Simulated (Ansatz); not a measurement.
## Molecular dynamics of BeTe

Input:

```yaml
accuracy: low
crystal:
  lattice:
    - [7.834743, 0.0, 0.0]
    - [0.0, 5.54, 0.0]
    - [0.0, 0.0, 20.793429]
  atoms:
    - { symbol: Be, position: [0.0, 0.0, 0.04809212] }
    - { symbol: Te, position: [0.0, 0.27299682, 0.14048546] }
    - { symbol: Be, position: [0.75, 0.52558146, 0.14668352] }
    - { symbol: Te, position: [0.25, 0.75, 0.04809212] }
    - { symbol: Be, position: [0.25, 0.52558146, 0.14668352] }
    - { symbol: Te, position: [0.75, 0.75, 0.04809212] }
    - { symbol: Be, position: [0.5, 0.0, 0.04809212] }
    - { symbol: Te, position: [0.5, 0.27299682, 0.14048546] }
    - { symbol: Be, position: [0.5, 0.02388578, 0.23964674] }
    - { symbol: Te, position: [0.5, 0.26939901, 0.33803246] }
    - { symbol: Be, position: [0.25, 0.52485136, 0.33840779] }
    - { symbol: Te, position: [0.75, 0.77130794, 0.24221593] }
    - { symbol: Be, position: [0.75, 0.52485136, 0.33840779] }
    - { symbol: Te, position: [0.25, 0.77130794, 0.24221593] }
    - { symbol: Be, position: [0.0, 0.02388578, 0.23964674] }
    - { symbol: Te, position: [0.0, 0.26939901, 0.33803246] }
    - { symbol: Be, position: [0.0, 0.03153461, 0.43850008] }
    - { symbol: Te, position: [0.0, 0.25058366, 0.54203906] }
    - { symbol: Be, position: [0.75, 0.45396046, 0.51009367] }
    - { symbol: Te, position: [0.25, 0.77503605, 0.43490642] }
    - { symbol: Be, position: [0.25, 0.45396046, 0.51009367] }
    - { symbol: Te, position: [0.75, 0.77503605, 0.43490642] }
    - { symbol: Be, position: [0.5, 0.03153461, 0.43850008] }
    - { symbol: Te, position: [0.5, 0.25058366, 0.54203906] }
basis:
  ecutwfc: 420.0
kpoints:
  mp_grid: { grid: [2, 2, 1] }
hamiltonian:
  xc: pbe
scf:
  occupations: { method: fermi_dirac, width: 0.05 }
  lower_state_search: "off"
md:
  timestep: 1
  n_steps: 300
  ensemble: nvt_nose_hoover
  temperature: 1200.0
  initial_velocities: maxwell_boltzmann
  seed: 669965
  nose_hoover: { tau: 200.0, chain_length: 1 }
  constraints: [{ sites: [0, 3, 5, 6] }]
```

Launched with:

```bash
$ ansatz run input.yaml --threads 4 --pin off --max-ram 10240MiB --backend cpu --events-out ev --progress --plain --runs-dir out
```

It starts from a partly relaxed structure (largest force component 0.06 eV/Å).

Output, in part (step lines):

```
md step     0: t =     0.00 fs  T =  1200.0 K  F+E_penalty+E_count = -84877.84247149 eV  E_kin = 3.102240 eV  conserved = -84874.74023152 eV  (8 SCF iters)
md step     1: t =     1.00 fs  T =  1194.9 K  F+E_penalty+E_count = -84877.82909696 eV  E_kin = 3.088928 eV  conserved = -84874.74016925 eV  (7 SCF iters)
md step     2: t =     2.00 fs  T =  1180.7 K  F+E_penalty+E_count = -84877.79236456 eV  E_kin = 3.052297 eV  conserved = -84874.74006883 eV  (7 SCF iters)
md step     3: t =     3.00 fs  T =  1158.1 K  F+E_penalty+E_count = -84877.73373568 eV  E_kin = 2.993805 eV  conserved = -84874.73993458 eV  (7 SCF iters)
md step     4: t =     4.00 fs  T =  1127.8 K  F+E_penalty+E_count = -84877.65523033 eV  E_kin = 2.915473 eV  conserved = -84874.73977070 eV  (7 SCF iters)
md step     5: t =     5.00 fs  T =  1090.8 K  F+E_penalty+E_count = -84877.55935981 eV  E_kin = 2.819809 eV  conserved = -84874.73958098 eV  (3 SCF iters)
md step     6: t =     6.00 fs  T =  1048.2 K  F+E_penalty+E_count = -84877.44905293 eV  E_kin = 2.709741 eV  conserved = -84874.73937129 eV  (3 SCF iters)
md step     7: t =     7.00 fs  T =  1001.3 K  F+E_penalty+E_count = -84877.32757412 eV  E_kin = 2.588530 eV  conserved = -84874.73914787 eV  (2 SCF iters)
[... lines left out ...]
md step   300: t =   300.00 fs  T =   752.1 K  F+E_penalty+E_count = -84874.83180700 eV  E_kin = 1.944319 eV  conserved = -84874.73760437 eV  (7 SCF iters)
```

The steps, from the saved trajectory:

| time (fs) | T (K) | potential energy less start (eV) | conserved less start (meV/atom) |
| --- | --- | --- | --- |
| 0 | 1200 | 0.000 | 0.00 |
| 10 | 849 | 0.911 | 0.07 |
| 20 | 556 | 1.671 | 0.10 |
| 30 | 680 | 1.356 | 0.06 |
| 40 | 714 | 1.280 | 0.05 |
| 50 | 538 | 1.747 | 0.05 |
| 60 | 360 | 2.221 | 0.11 |
| 70 | 630 | 1.540 | 0.03 |
| 80 | 604 | 1.637 | 0.06 |
| 90 | 483 | 1.975 | 0.08 |
| 100 | 523 | 1.901 | 0.07 |
| 110 | 557 | 1.848 | 0.08 |
| 120 | 720 | 1.473 | 0.06 |
| 130 | 816 | 1.284 | 0.06 |
| 140 | 802 | 1.386 | 0.06 |
| 150 | 724 | 1.656 | 0.08 |
| 160 | 734 | 1.695 | 0.07 |
| 170 | 753 | 1.717 | 0.07 |
| 180 | 723 | 1.869 | 0.08 |
| 190 | 695 | 2.016 | 0.08 |
| 200 | 694 | 2.096 | 0.10 |
| 210 | 865 | 1.743 | 0.08 |
| 220 | 987 | 1.542 | 0.08 |
| 230 | 944 | 1.772 | 0.07 |
| 240 | 721 | 2.456 | 0.11 |
| 250 | 754 | 2.462 | 0.10 |
| 260 | 926 | 2.133 | 0.06 |
| 270 | 747 | 2.714 | 0.11 |
| 280 | 634 | 3.102 | 0.11 |
| 290 | 713 | 2.998 | 0.09 |
| 300 | 752 | 3.011 | 0.11 |

All steps were run. The conserved energy stayed within 0.13 meV per atom of its start (net change 0.11 meV per atom), so the integration is sound. The mean temperature of the second half is 35 % below the set value. A run of 0.3 ps of so small a system gives no equilibrium averages. Limits of this set-up: coarse k mesh, slab without dipole correction, low accuracy level.

Mean squared displacements from the first frame to the last: Be 0.18 Å², Te 0.26 Å².

Last frame:

```xyz
24
Lattice="7.8347 0.0000 0.0000 0.0000 5.5400 0.0000 0.0000 0.0000 20.7934" Properties=species:S:1:pos:R:3
Be 0.000 0.000 1.000
Te -0.208 1.649 2.741
Be 5.807 3.047 3.038
Te 1.959 4.155 1.000
Be 1.841 3.285 3.177
Te 5.876 4.155 1.000
Be 3.917 0.000 1.000
Te 3.963 1.533 3.228
Be 4.008 0.420 5.396
Te 3.669 2.070 7.069
Be 1.607 3.151 7.024
Te 5.870 4.451 5.056
Be 5.632 3.343 7.269
Te 1.857 4.790 5.090
Be -0.047 0.208 4.716
Te -0.562 1.804 6.951
Be 0.049 0.748 8.984
Te -0.320 2.197 11.285
Be 5.543 3.107 10.477
Te 1.698 4.774 9.153
Be 1.693 2.779 10.496
Te 5.840 4.920 9.112
Be 3.714 0.517 9.222
Te 3.679 1.950 11.373
```

The run took 9.4 min on 4 threads of Intel(R) Xeon(R) 6975P-C (Granite Rapids), with other jobs on the host, peak memory 2.8 GiB.
